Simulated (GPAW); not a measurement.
Runs of GPAW 26.7.0 on Ge. The structure is cubic, space group Fd-3m (No. 227). The conventional cell has a = 5.658 Å, b = 5.658 Å, c = 5.658 Å, α = 90.00°, β = 90.00°, γ = 90.00°. Around Ge (site symmetry -43m) lie 4 Ge at 2.45 Å. 

| task | level | potentials or basis | cell | k mesh | cutoff (eV) | smearing | response ecut | frequency | extrapolate | qp bands | maxiter | gap on the mesh (eV) |
| --- | --- | --- | --- | --- | --- | --- | --- | --- | --- | --- | --- | --- |
| dielectric tensor | LDA | the program's PAW data sets (release 1.2.1) made for this functional, pw | Fd-3m, 22.64 Å³/atom | 7 × 7 × 7 | 450 | fermi-dirac 0.001 eV | 80 eV | - | - | - | 150 | none |
| dielectric tensor | AM05 | PAW data sets generated in the run's folder for this functional, pw | Fd-3m, 22.64 Å³/atom | 7 × 7 × 7 | 450 | fermi-dirac 0.001 eV | 80 eV | - | - | - | 150 | 0.08 |
| dielectric tensor | PBEsol | PAW data sets generated in the run's folder for this functional, pw | Fd-3m, 22.64 Å³/atom | 7 × 7 × 7 | 450 | fermi-dirac 0.001 eV | 80 eV | - | - | - | 150 | (a) |
| single point | PBE | GPAW PAW data sets (gpaw-data 1.2.1), pw | Fd-3m, 22.64 Å³/atom | 7 × 7 × 7 | 450 | fermi-dirac 0.05 eV | - | - | - | - | 120 | 0.09 |

Alike in all rows: no spin polarisation.

Q: Fill in the values left out.

A: (a) 0.04.

Caveats: the long-wavelength limit can be off by a per cent or two (some runs); an odd mesh through Γ misses points on the zone boundary, where band edges often lie (some runs); the gap is small at this level, which inflates the dielectric constant (some runs); the cutoff is short for stress and forces, so pressures can be off by a GPa or more (some runs).

A k mesh can miss the band edges, and the runs leave out spin-orbit coupling on Ge.

A gap of «none» marks a metal or a gap under the smearing width.
